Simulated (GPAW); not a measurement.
HfC:

```
Hf C
1.0
     0.00000    2.32500    2.32500
     2.32500    0.00000    2.32500
     2.32500    2.32500    0.00000
Hf C
1 1
Direct
  0.50000 0.50000 0.50000
  0.00000 0.00000 0.00000
```

```yaml
Program: GPAW 26.7.0
Task: relaxation of cell and atoms
Functional: PBEsol
Dispersion: D4
Potentials_or_basis: PAW data sets generated in the run's folder for this functional
Cutoff: 800 eV
Basis: pw
k_mesh: 10 × 10 × 10
Occupations: fermi-dirac, width 0.05 eV
Spin: no spin polarisation
```

At the start: pressure -7.3 GPa; volume 12.57 Å³/atom.

How do energy, volume and symmetry change on relaxing?

Over 19 steps the energy falls by 8.1 meV/atom and the volume is 12.20 Å³/atom (-2.9 %); space group Fm-3m (No. 225, to 0.05 Å).

Step by step:
```tsv
step	energy change (eV)	largest force (eV/Å)	pressure (GPa)	volume (Å³)
1	0.0000	0.0000	-7.25	25.14
2	-0.0081	0.0000	-5.27	24.92
3	-0.0156	0.0000	-1.69	24.56
4	-0.0140	0.0000	2.62	24.15
5	-0.0143	0.0000	2.42	24.17
6	-0.0148	0.0000	2.04	24.21
7	-0.0155	0.0000	1.51	24.26
8	-0.0160	0.0000	0.87	24.31
9	-0.0163	0.0000	0.18	24.38
10	-0.0163	0.0000	-0.53	24.45
11	-0.0163	0.0000	-0.52	24.45
12	-0.0163	0.0000	-0.50	24.44
13	-0.0163	0.0000	-0.47	24.44
14	-0.0163	0.0000	-0.43	24.44
15	-0.0163	0.0000	-0.39	24.43
16	-0.0163	0.0000	-0.34	24.43
17	-0.0163	0.0000	-0.28	24.42
18	-0.0163	0.0000	-0.21	24.42
19	-0.0163	0.0000	-0.13	24.41
```

Final structure:
```yaml
crystal:
  lattice:
    - [0.00000, 2.30233, 2.30233]
    - [2.30233, 0.00000, 2.30233]
    - [2.30233, 2.30233, 0.00000]
  atoms:
    - { symbol: Hf, position: [0.50000, 0.50000, 0.50000] }
    - { symbol: C, position: [0.00000, 0.00000, 0.00000] }
```

Caveat: later steps reuse the first step's grids; pairwise dispersion overbinds metals, which lowers pressure and volume.
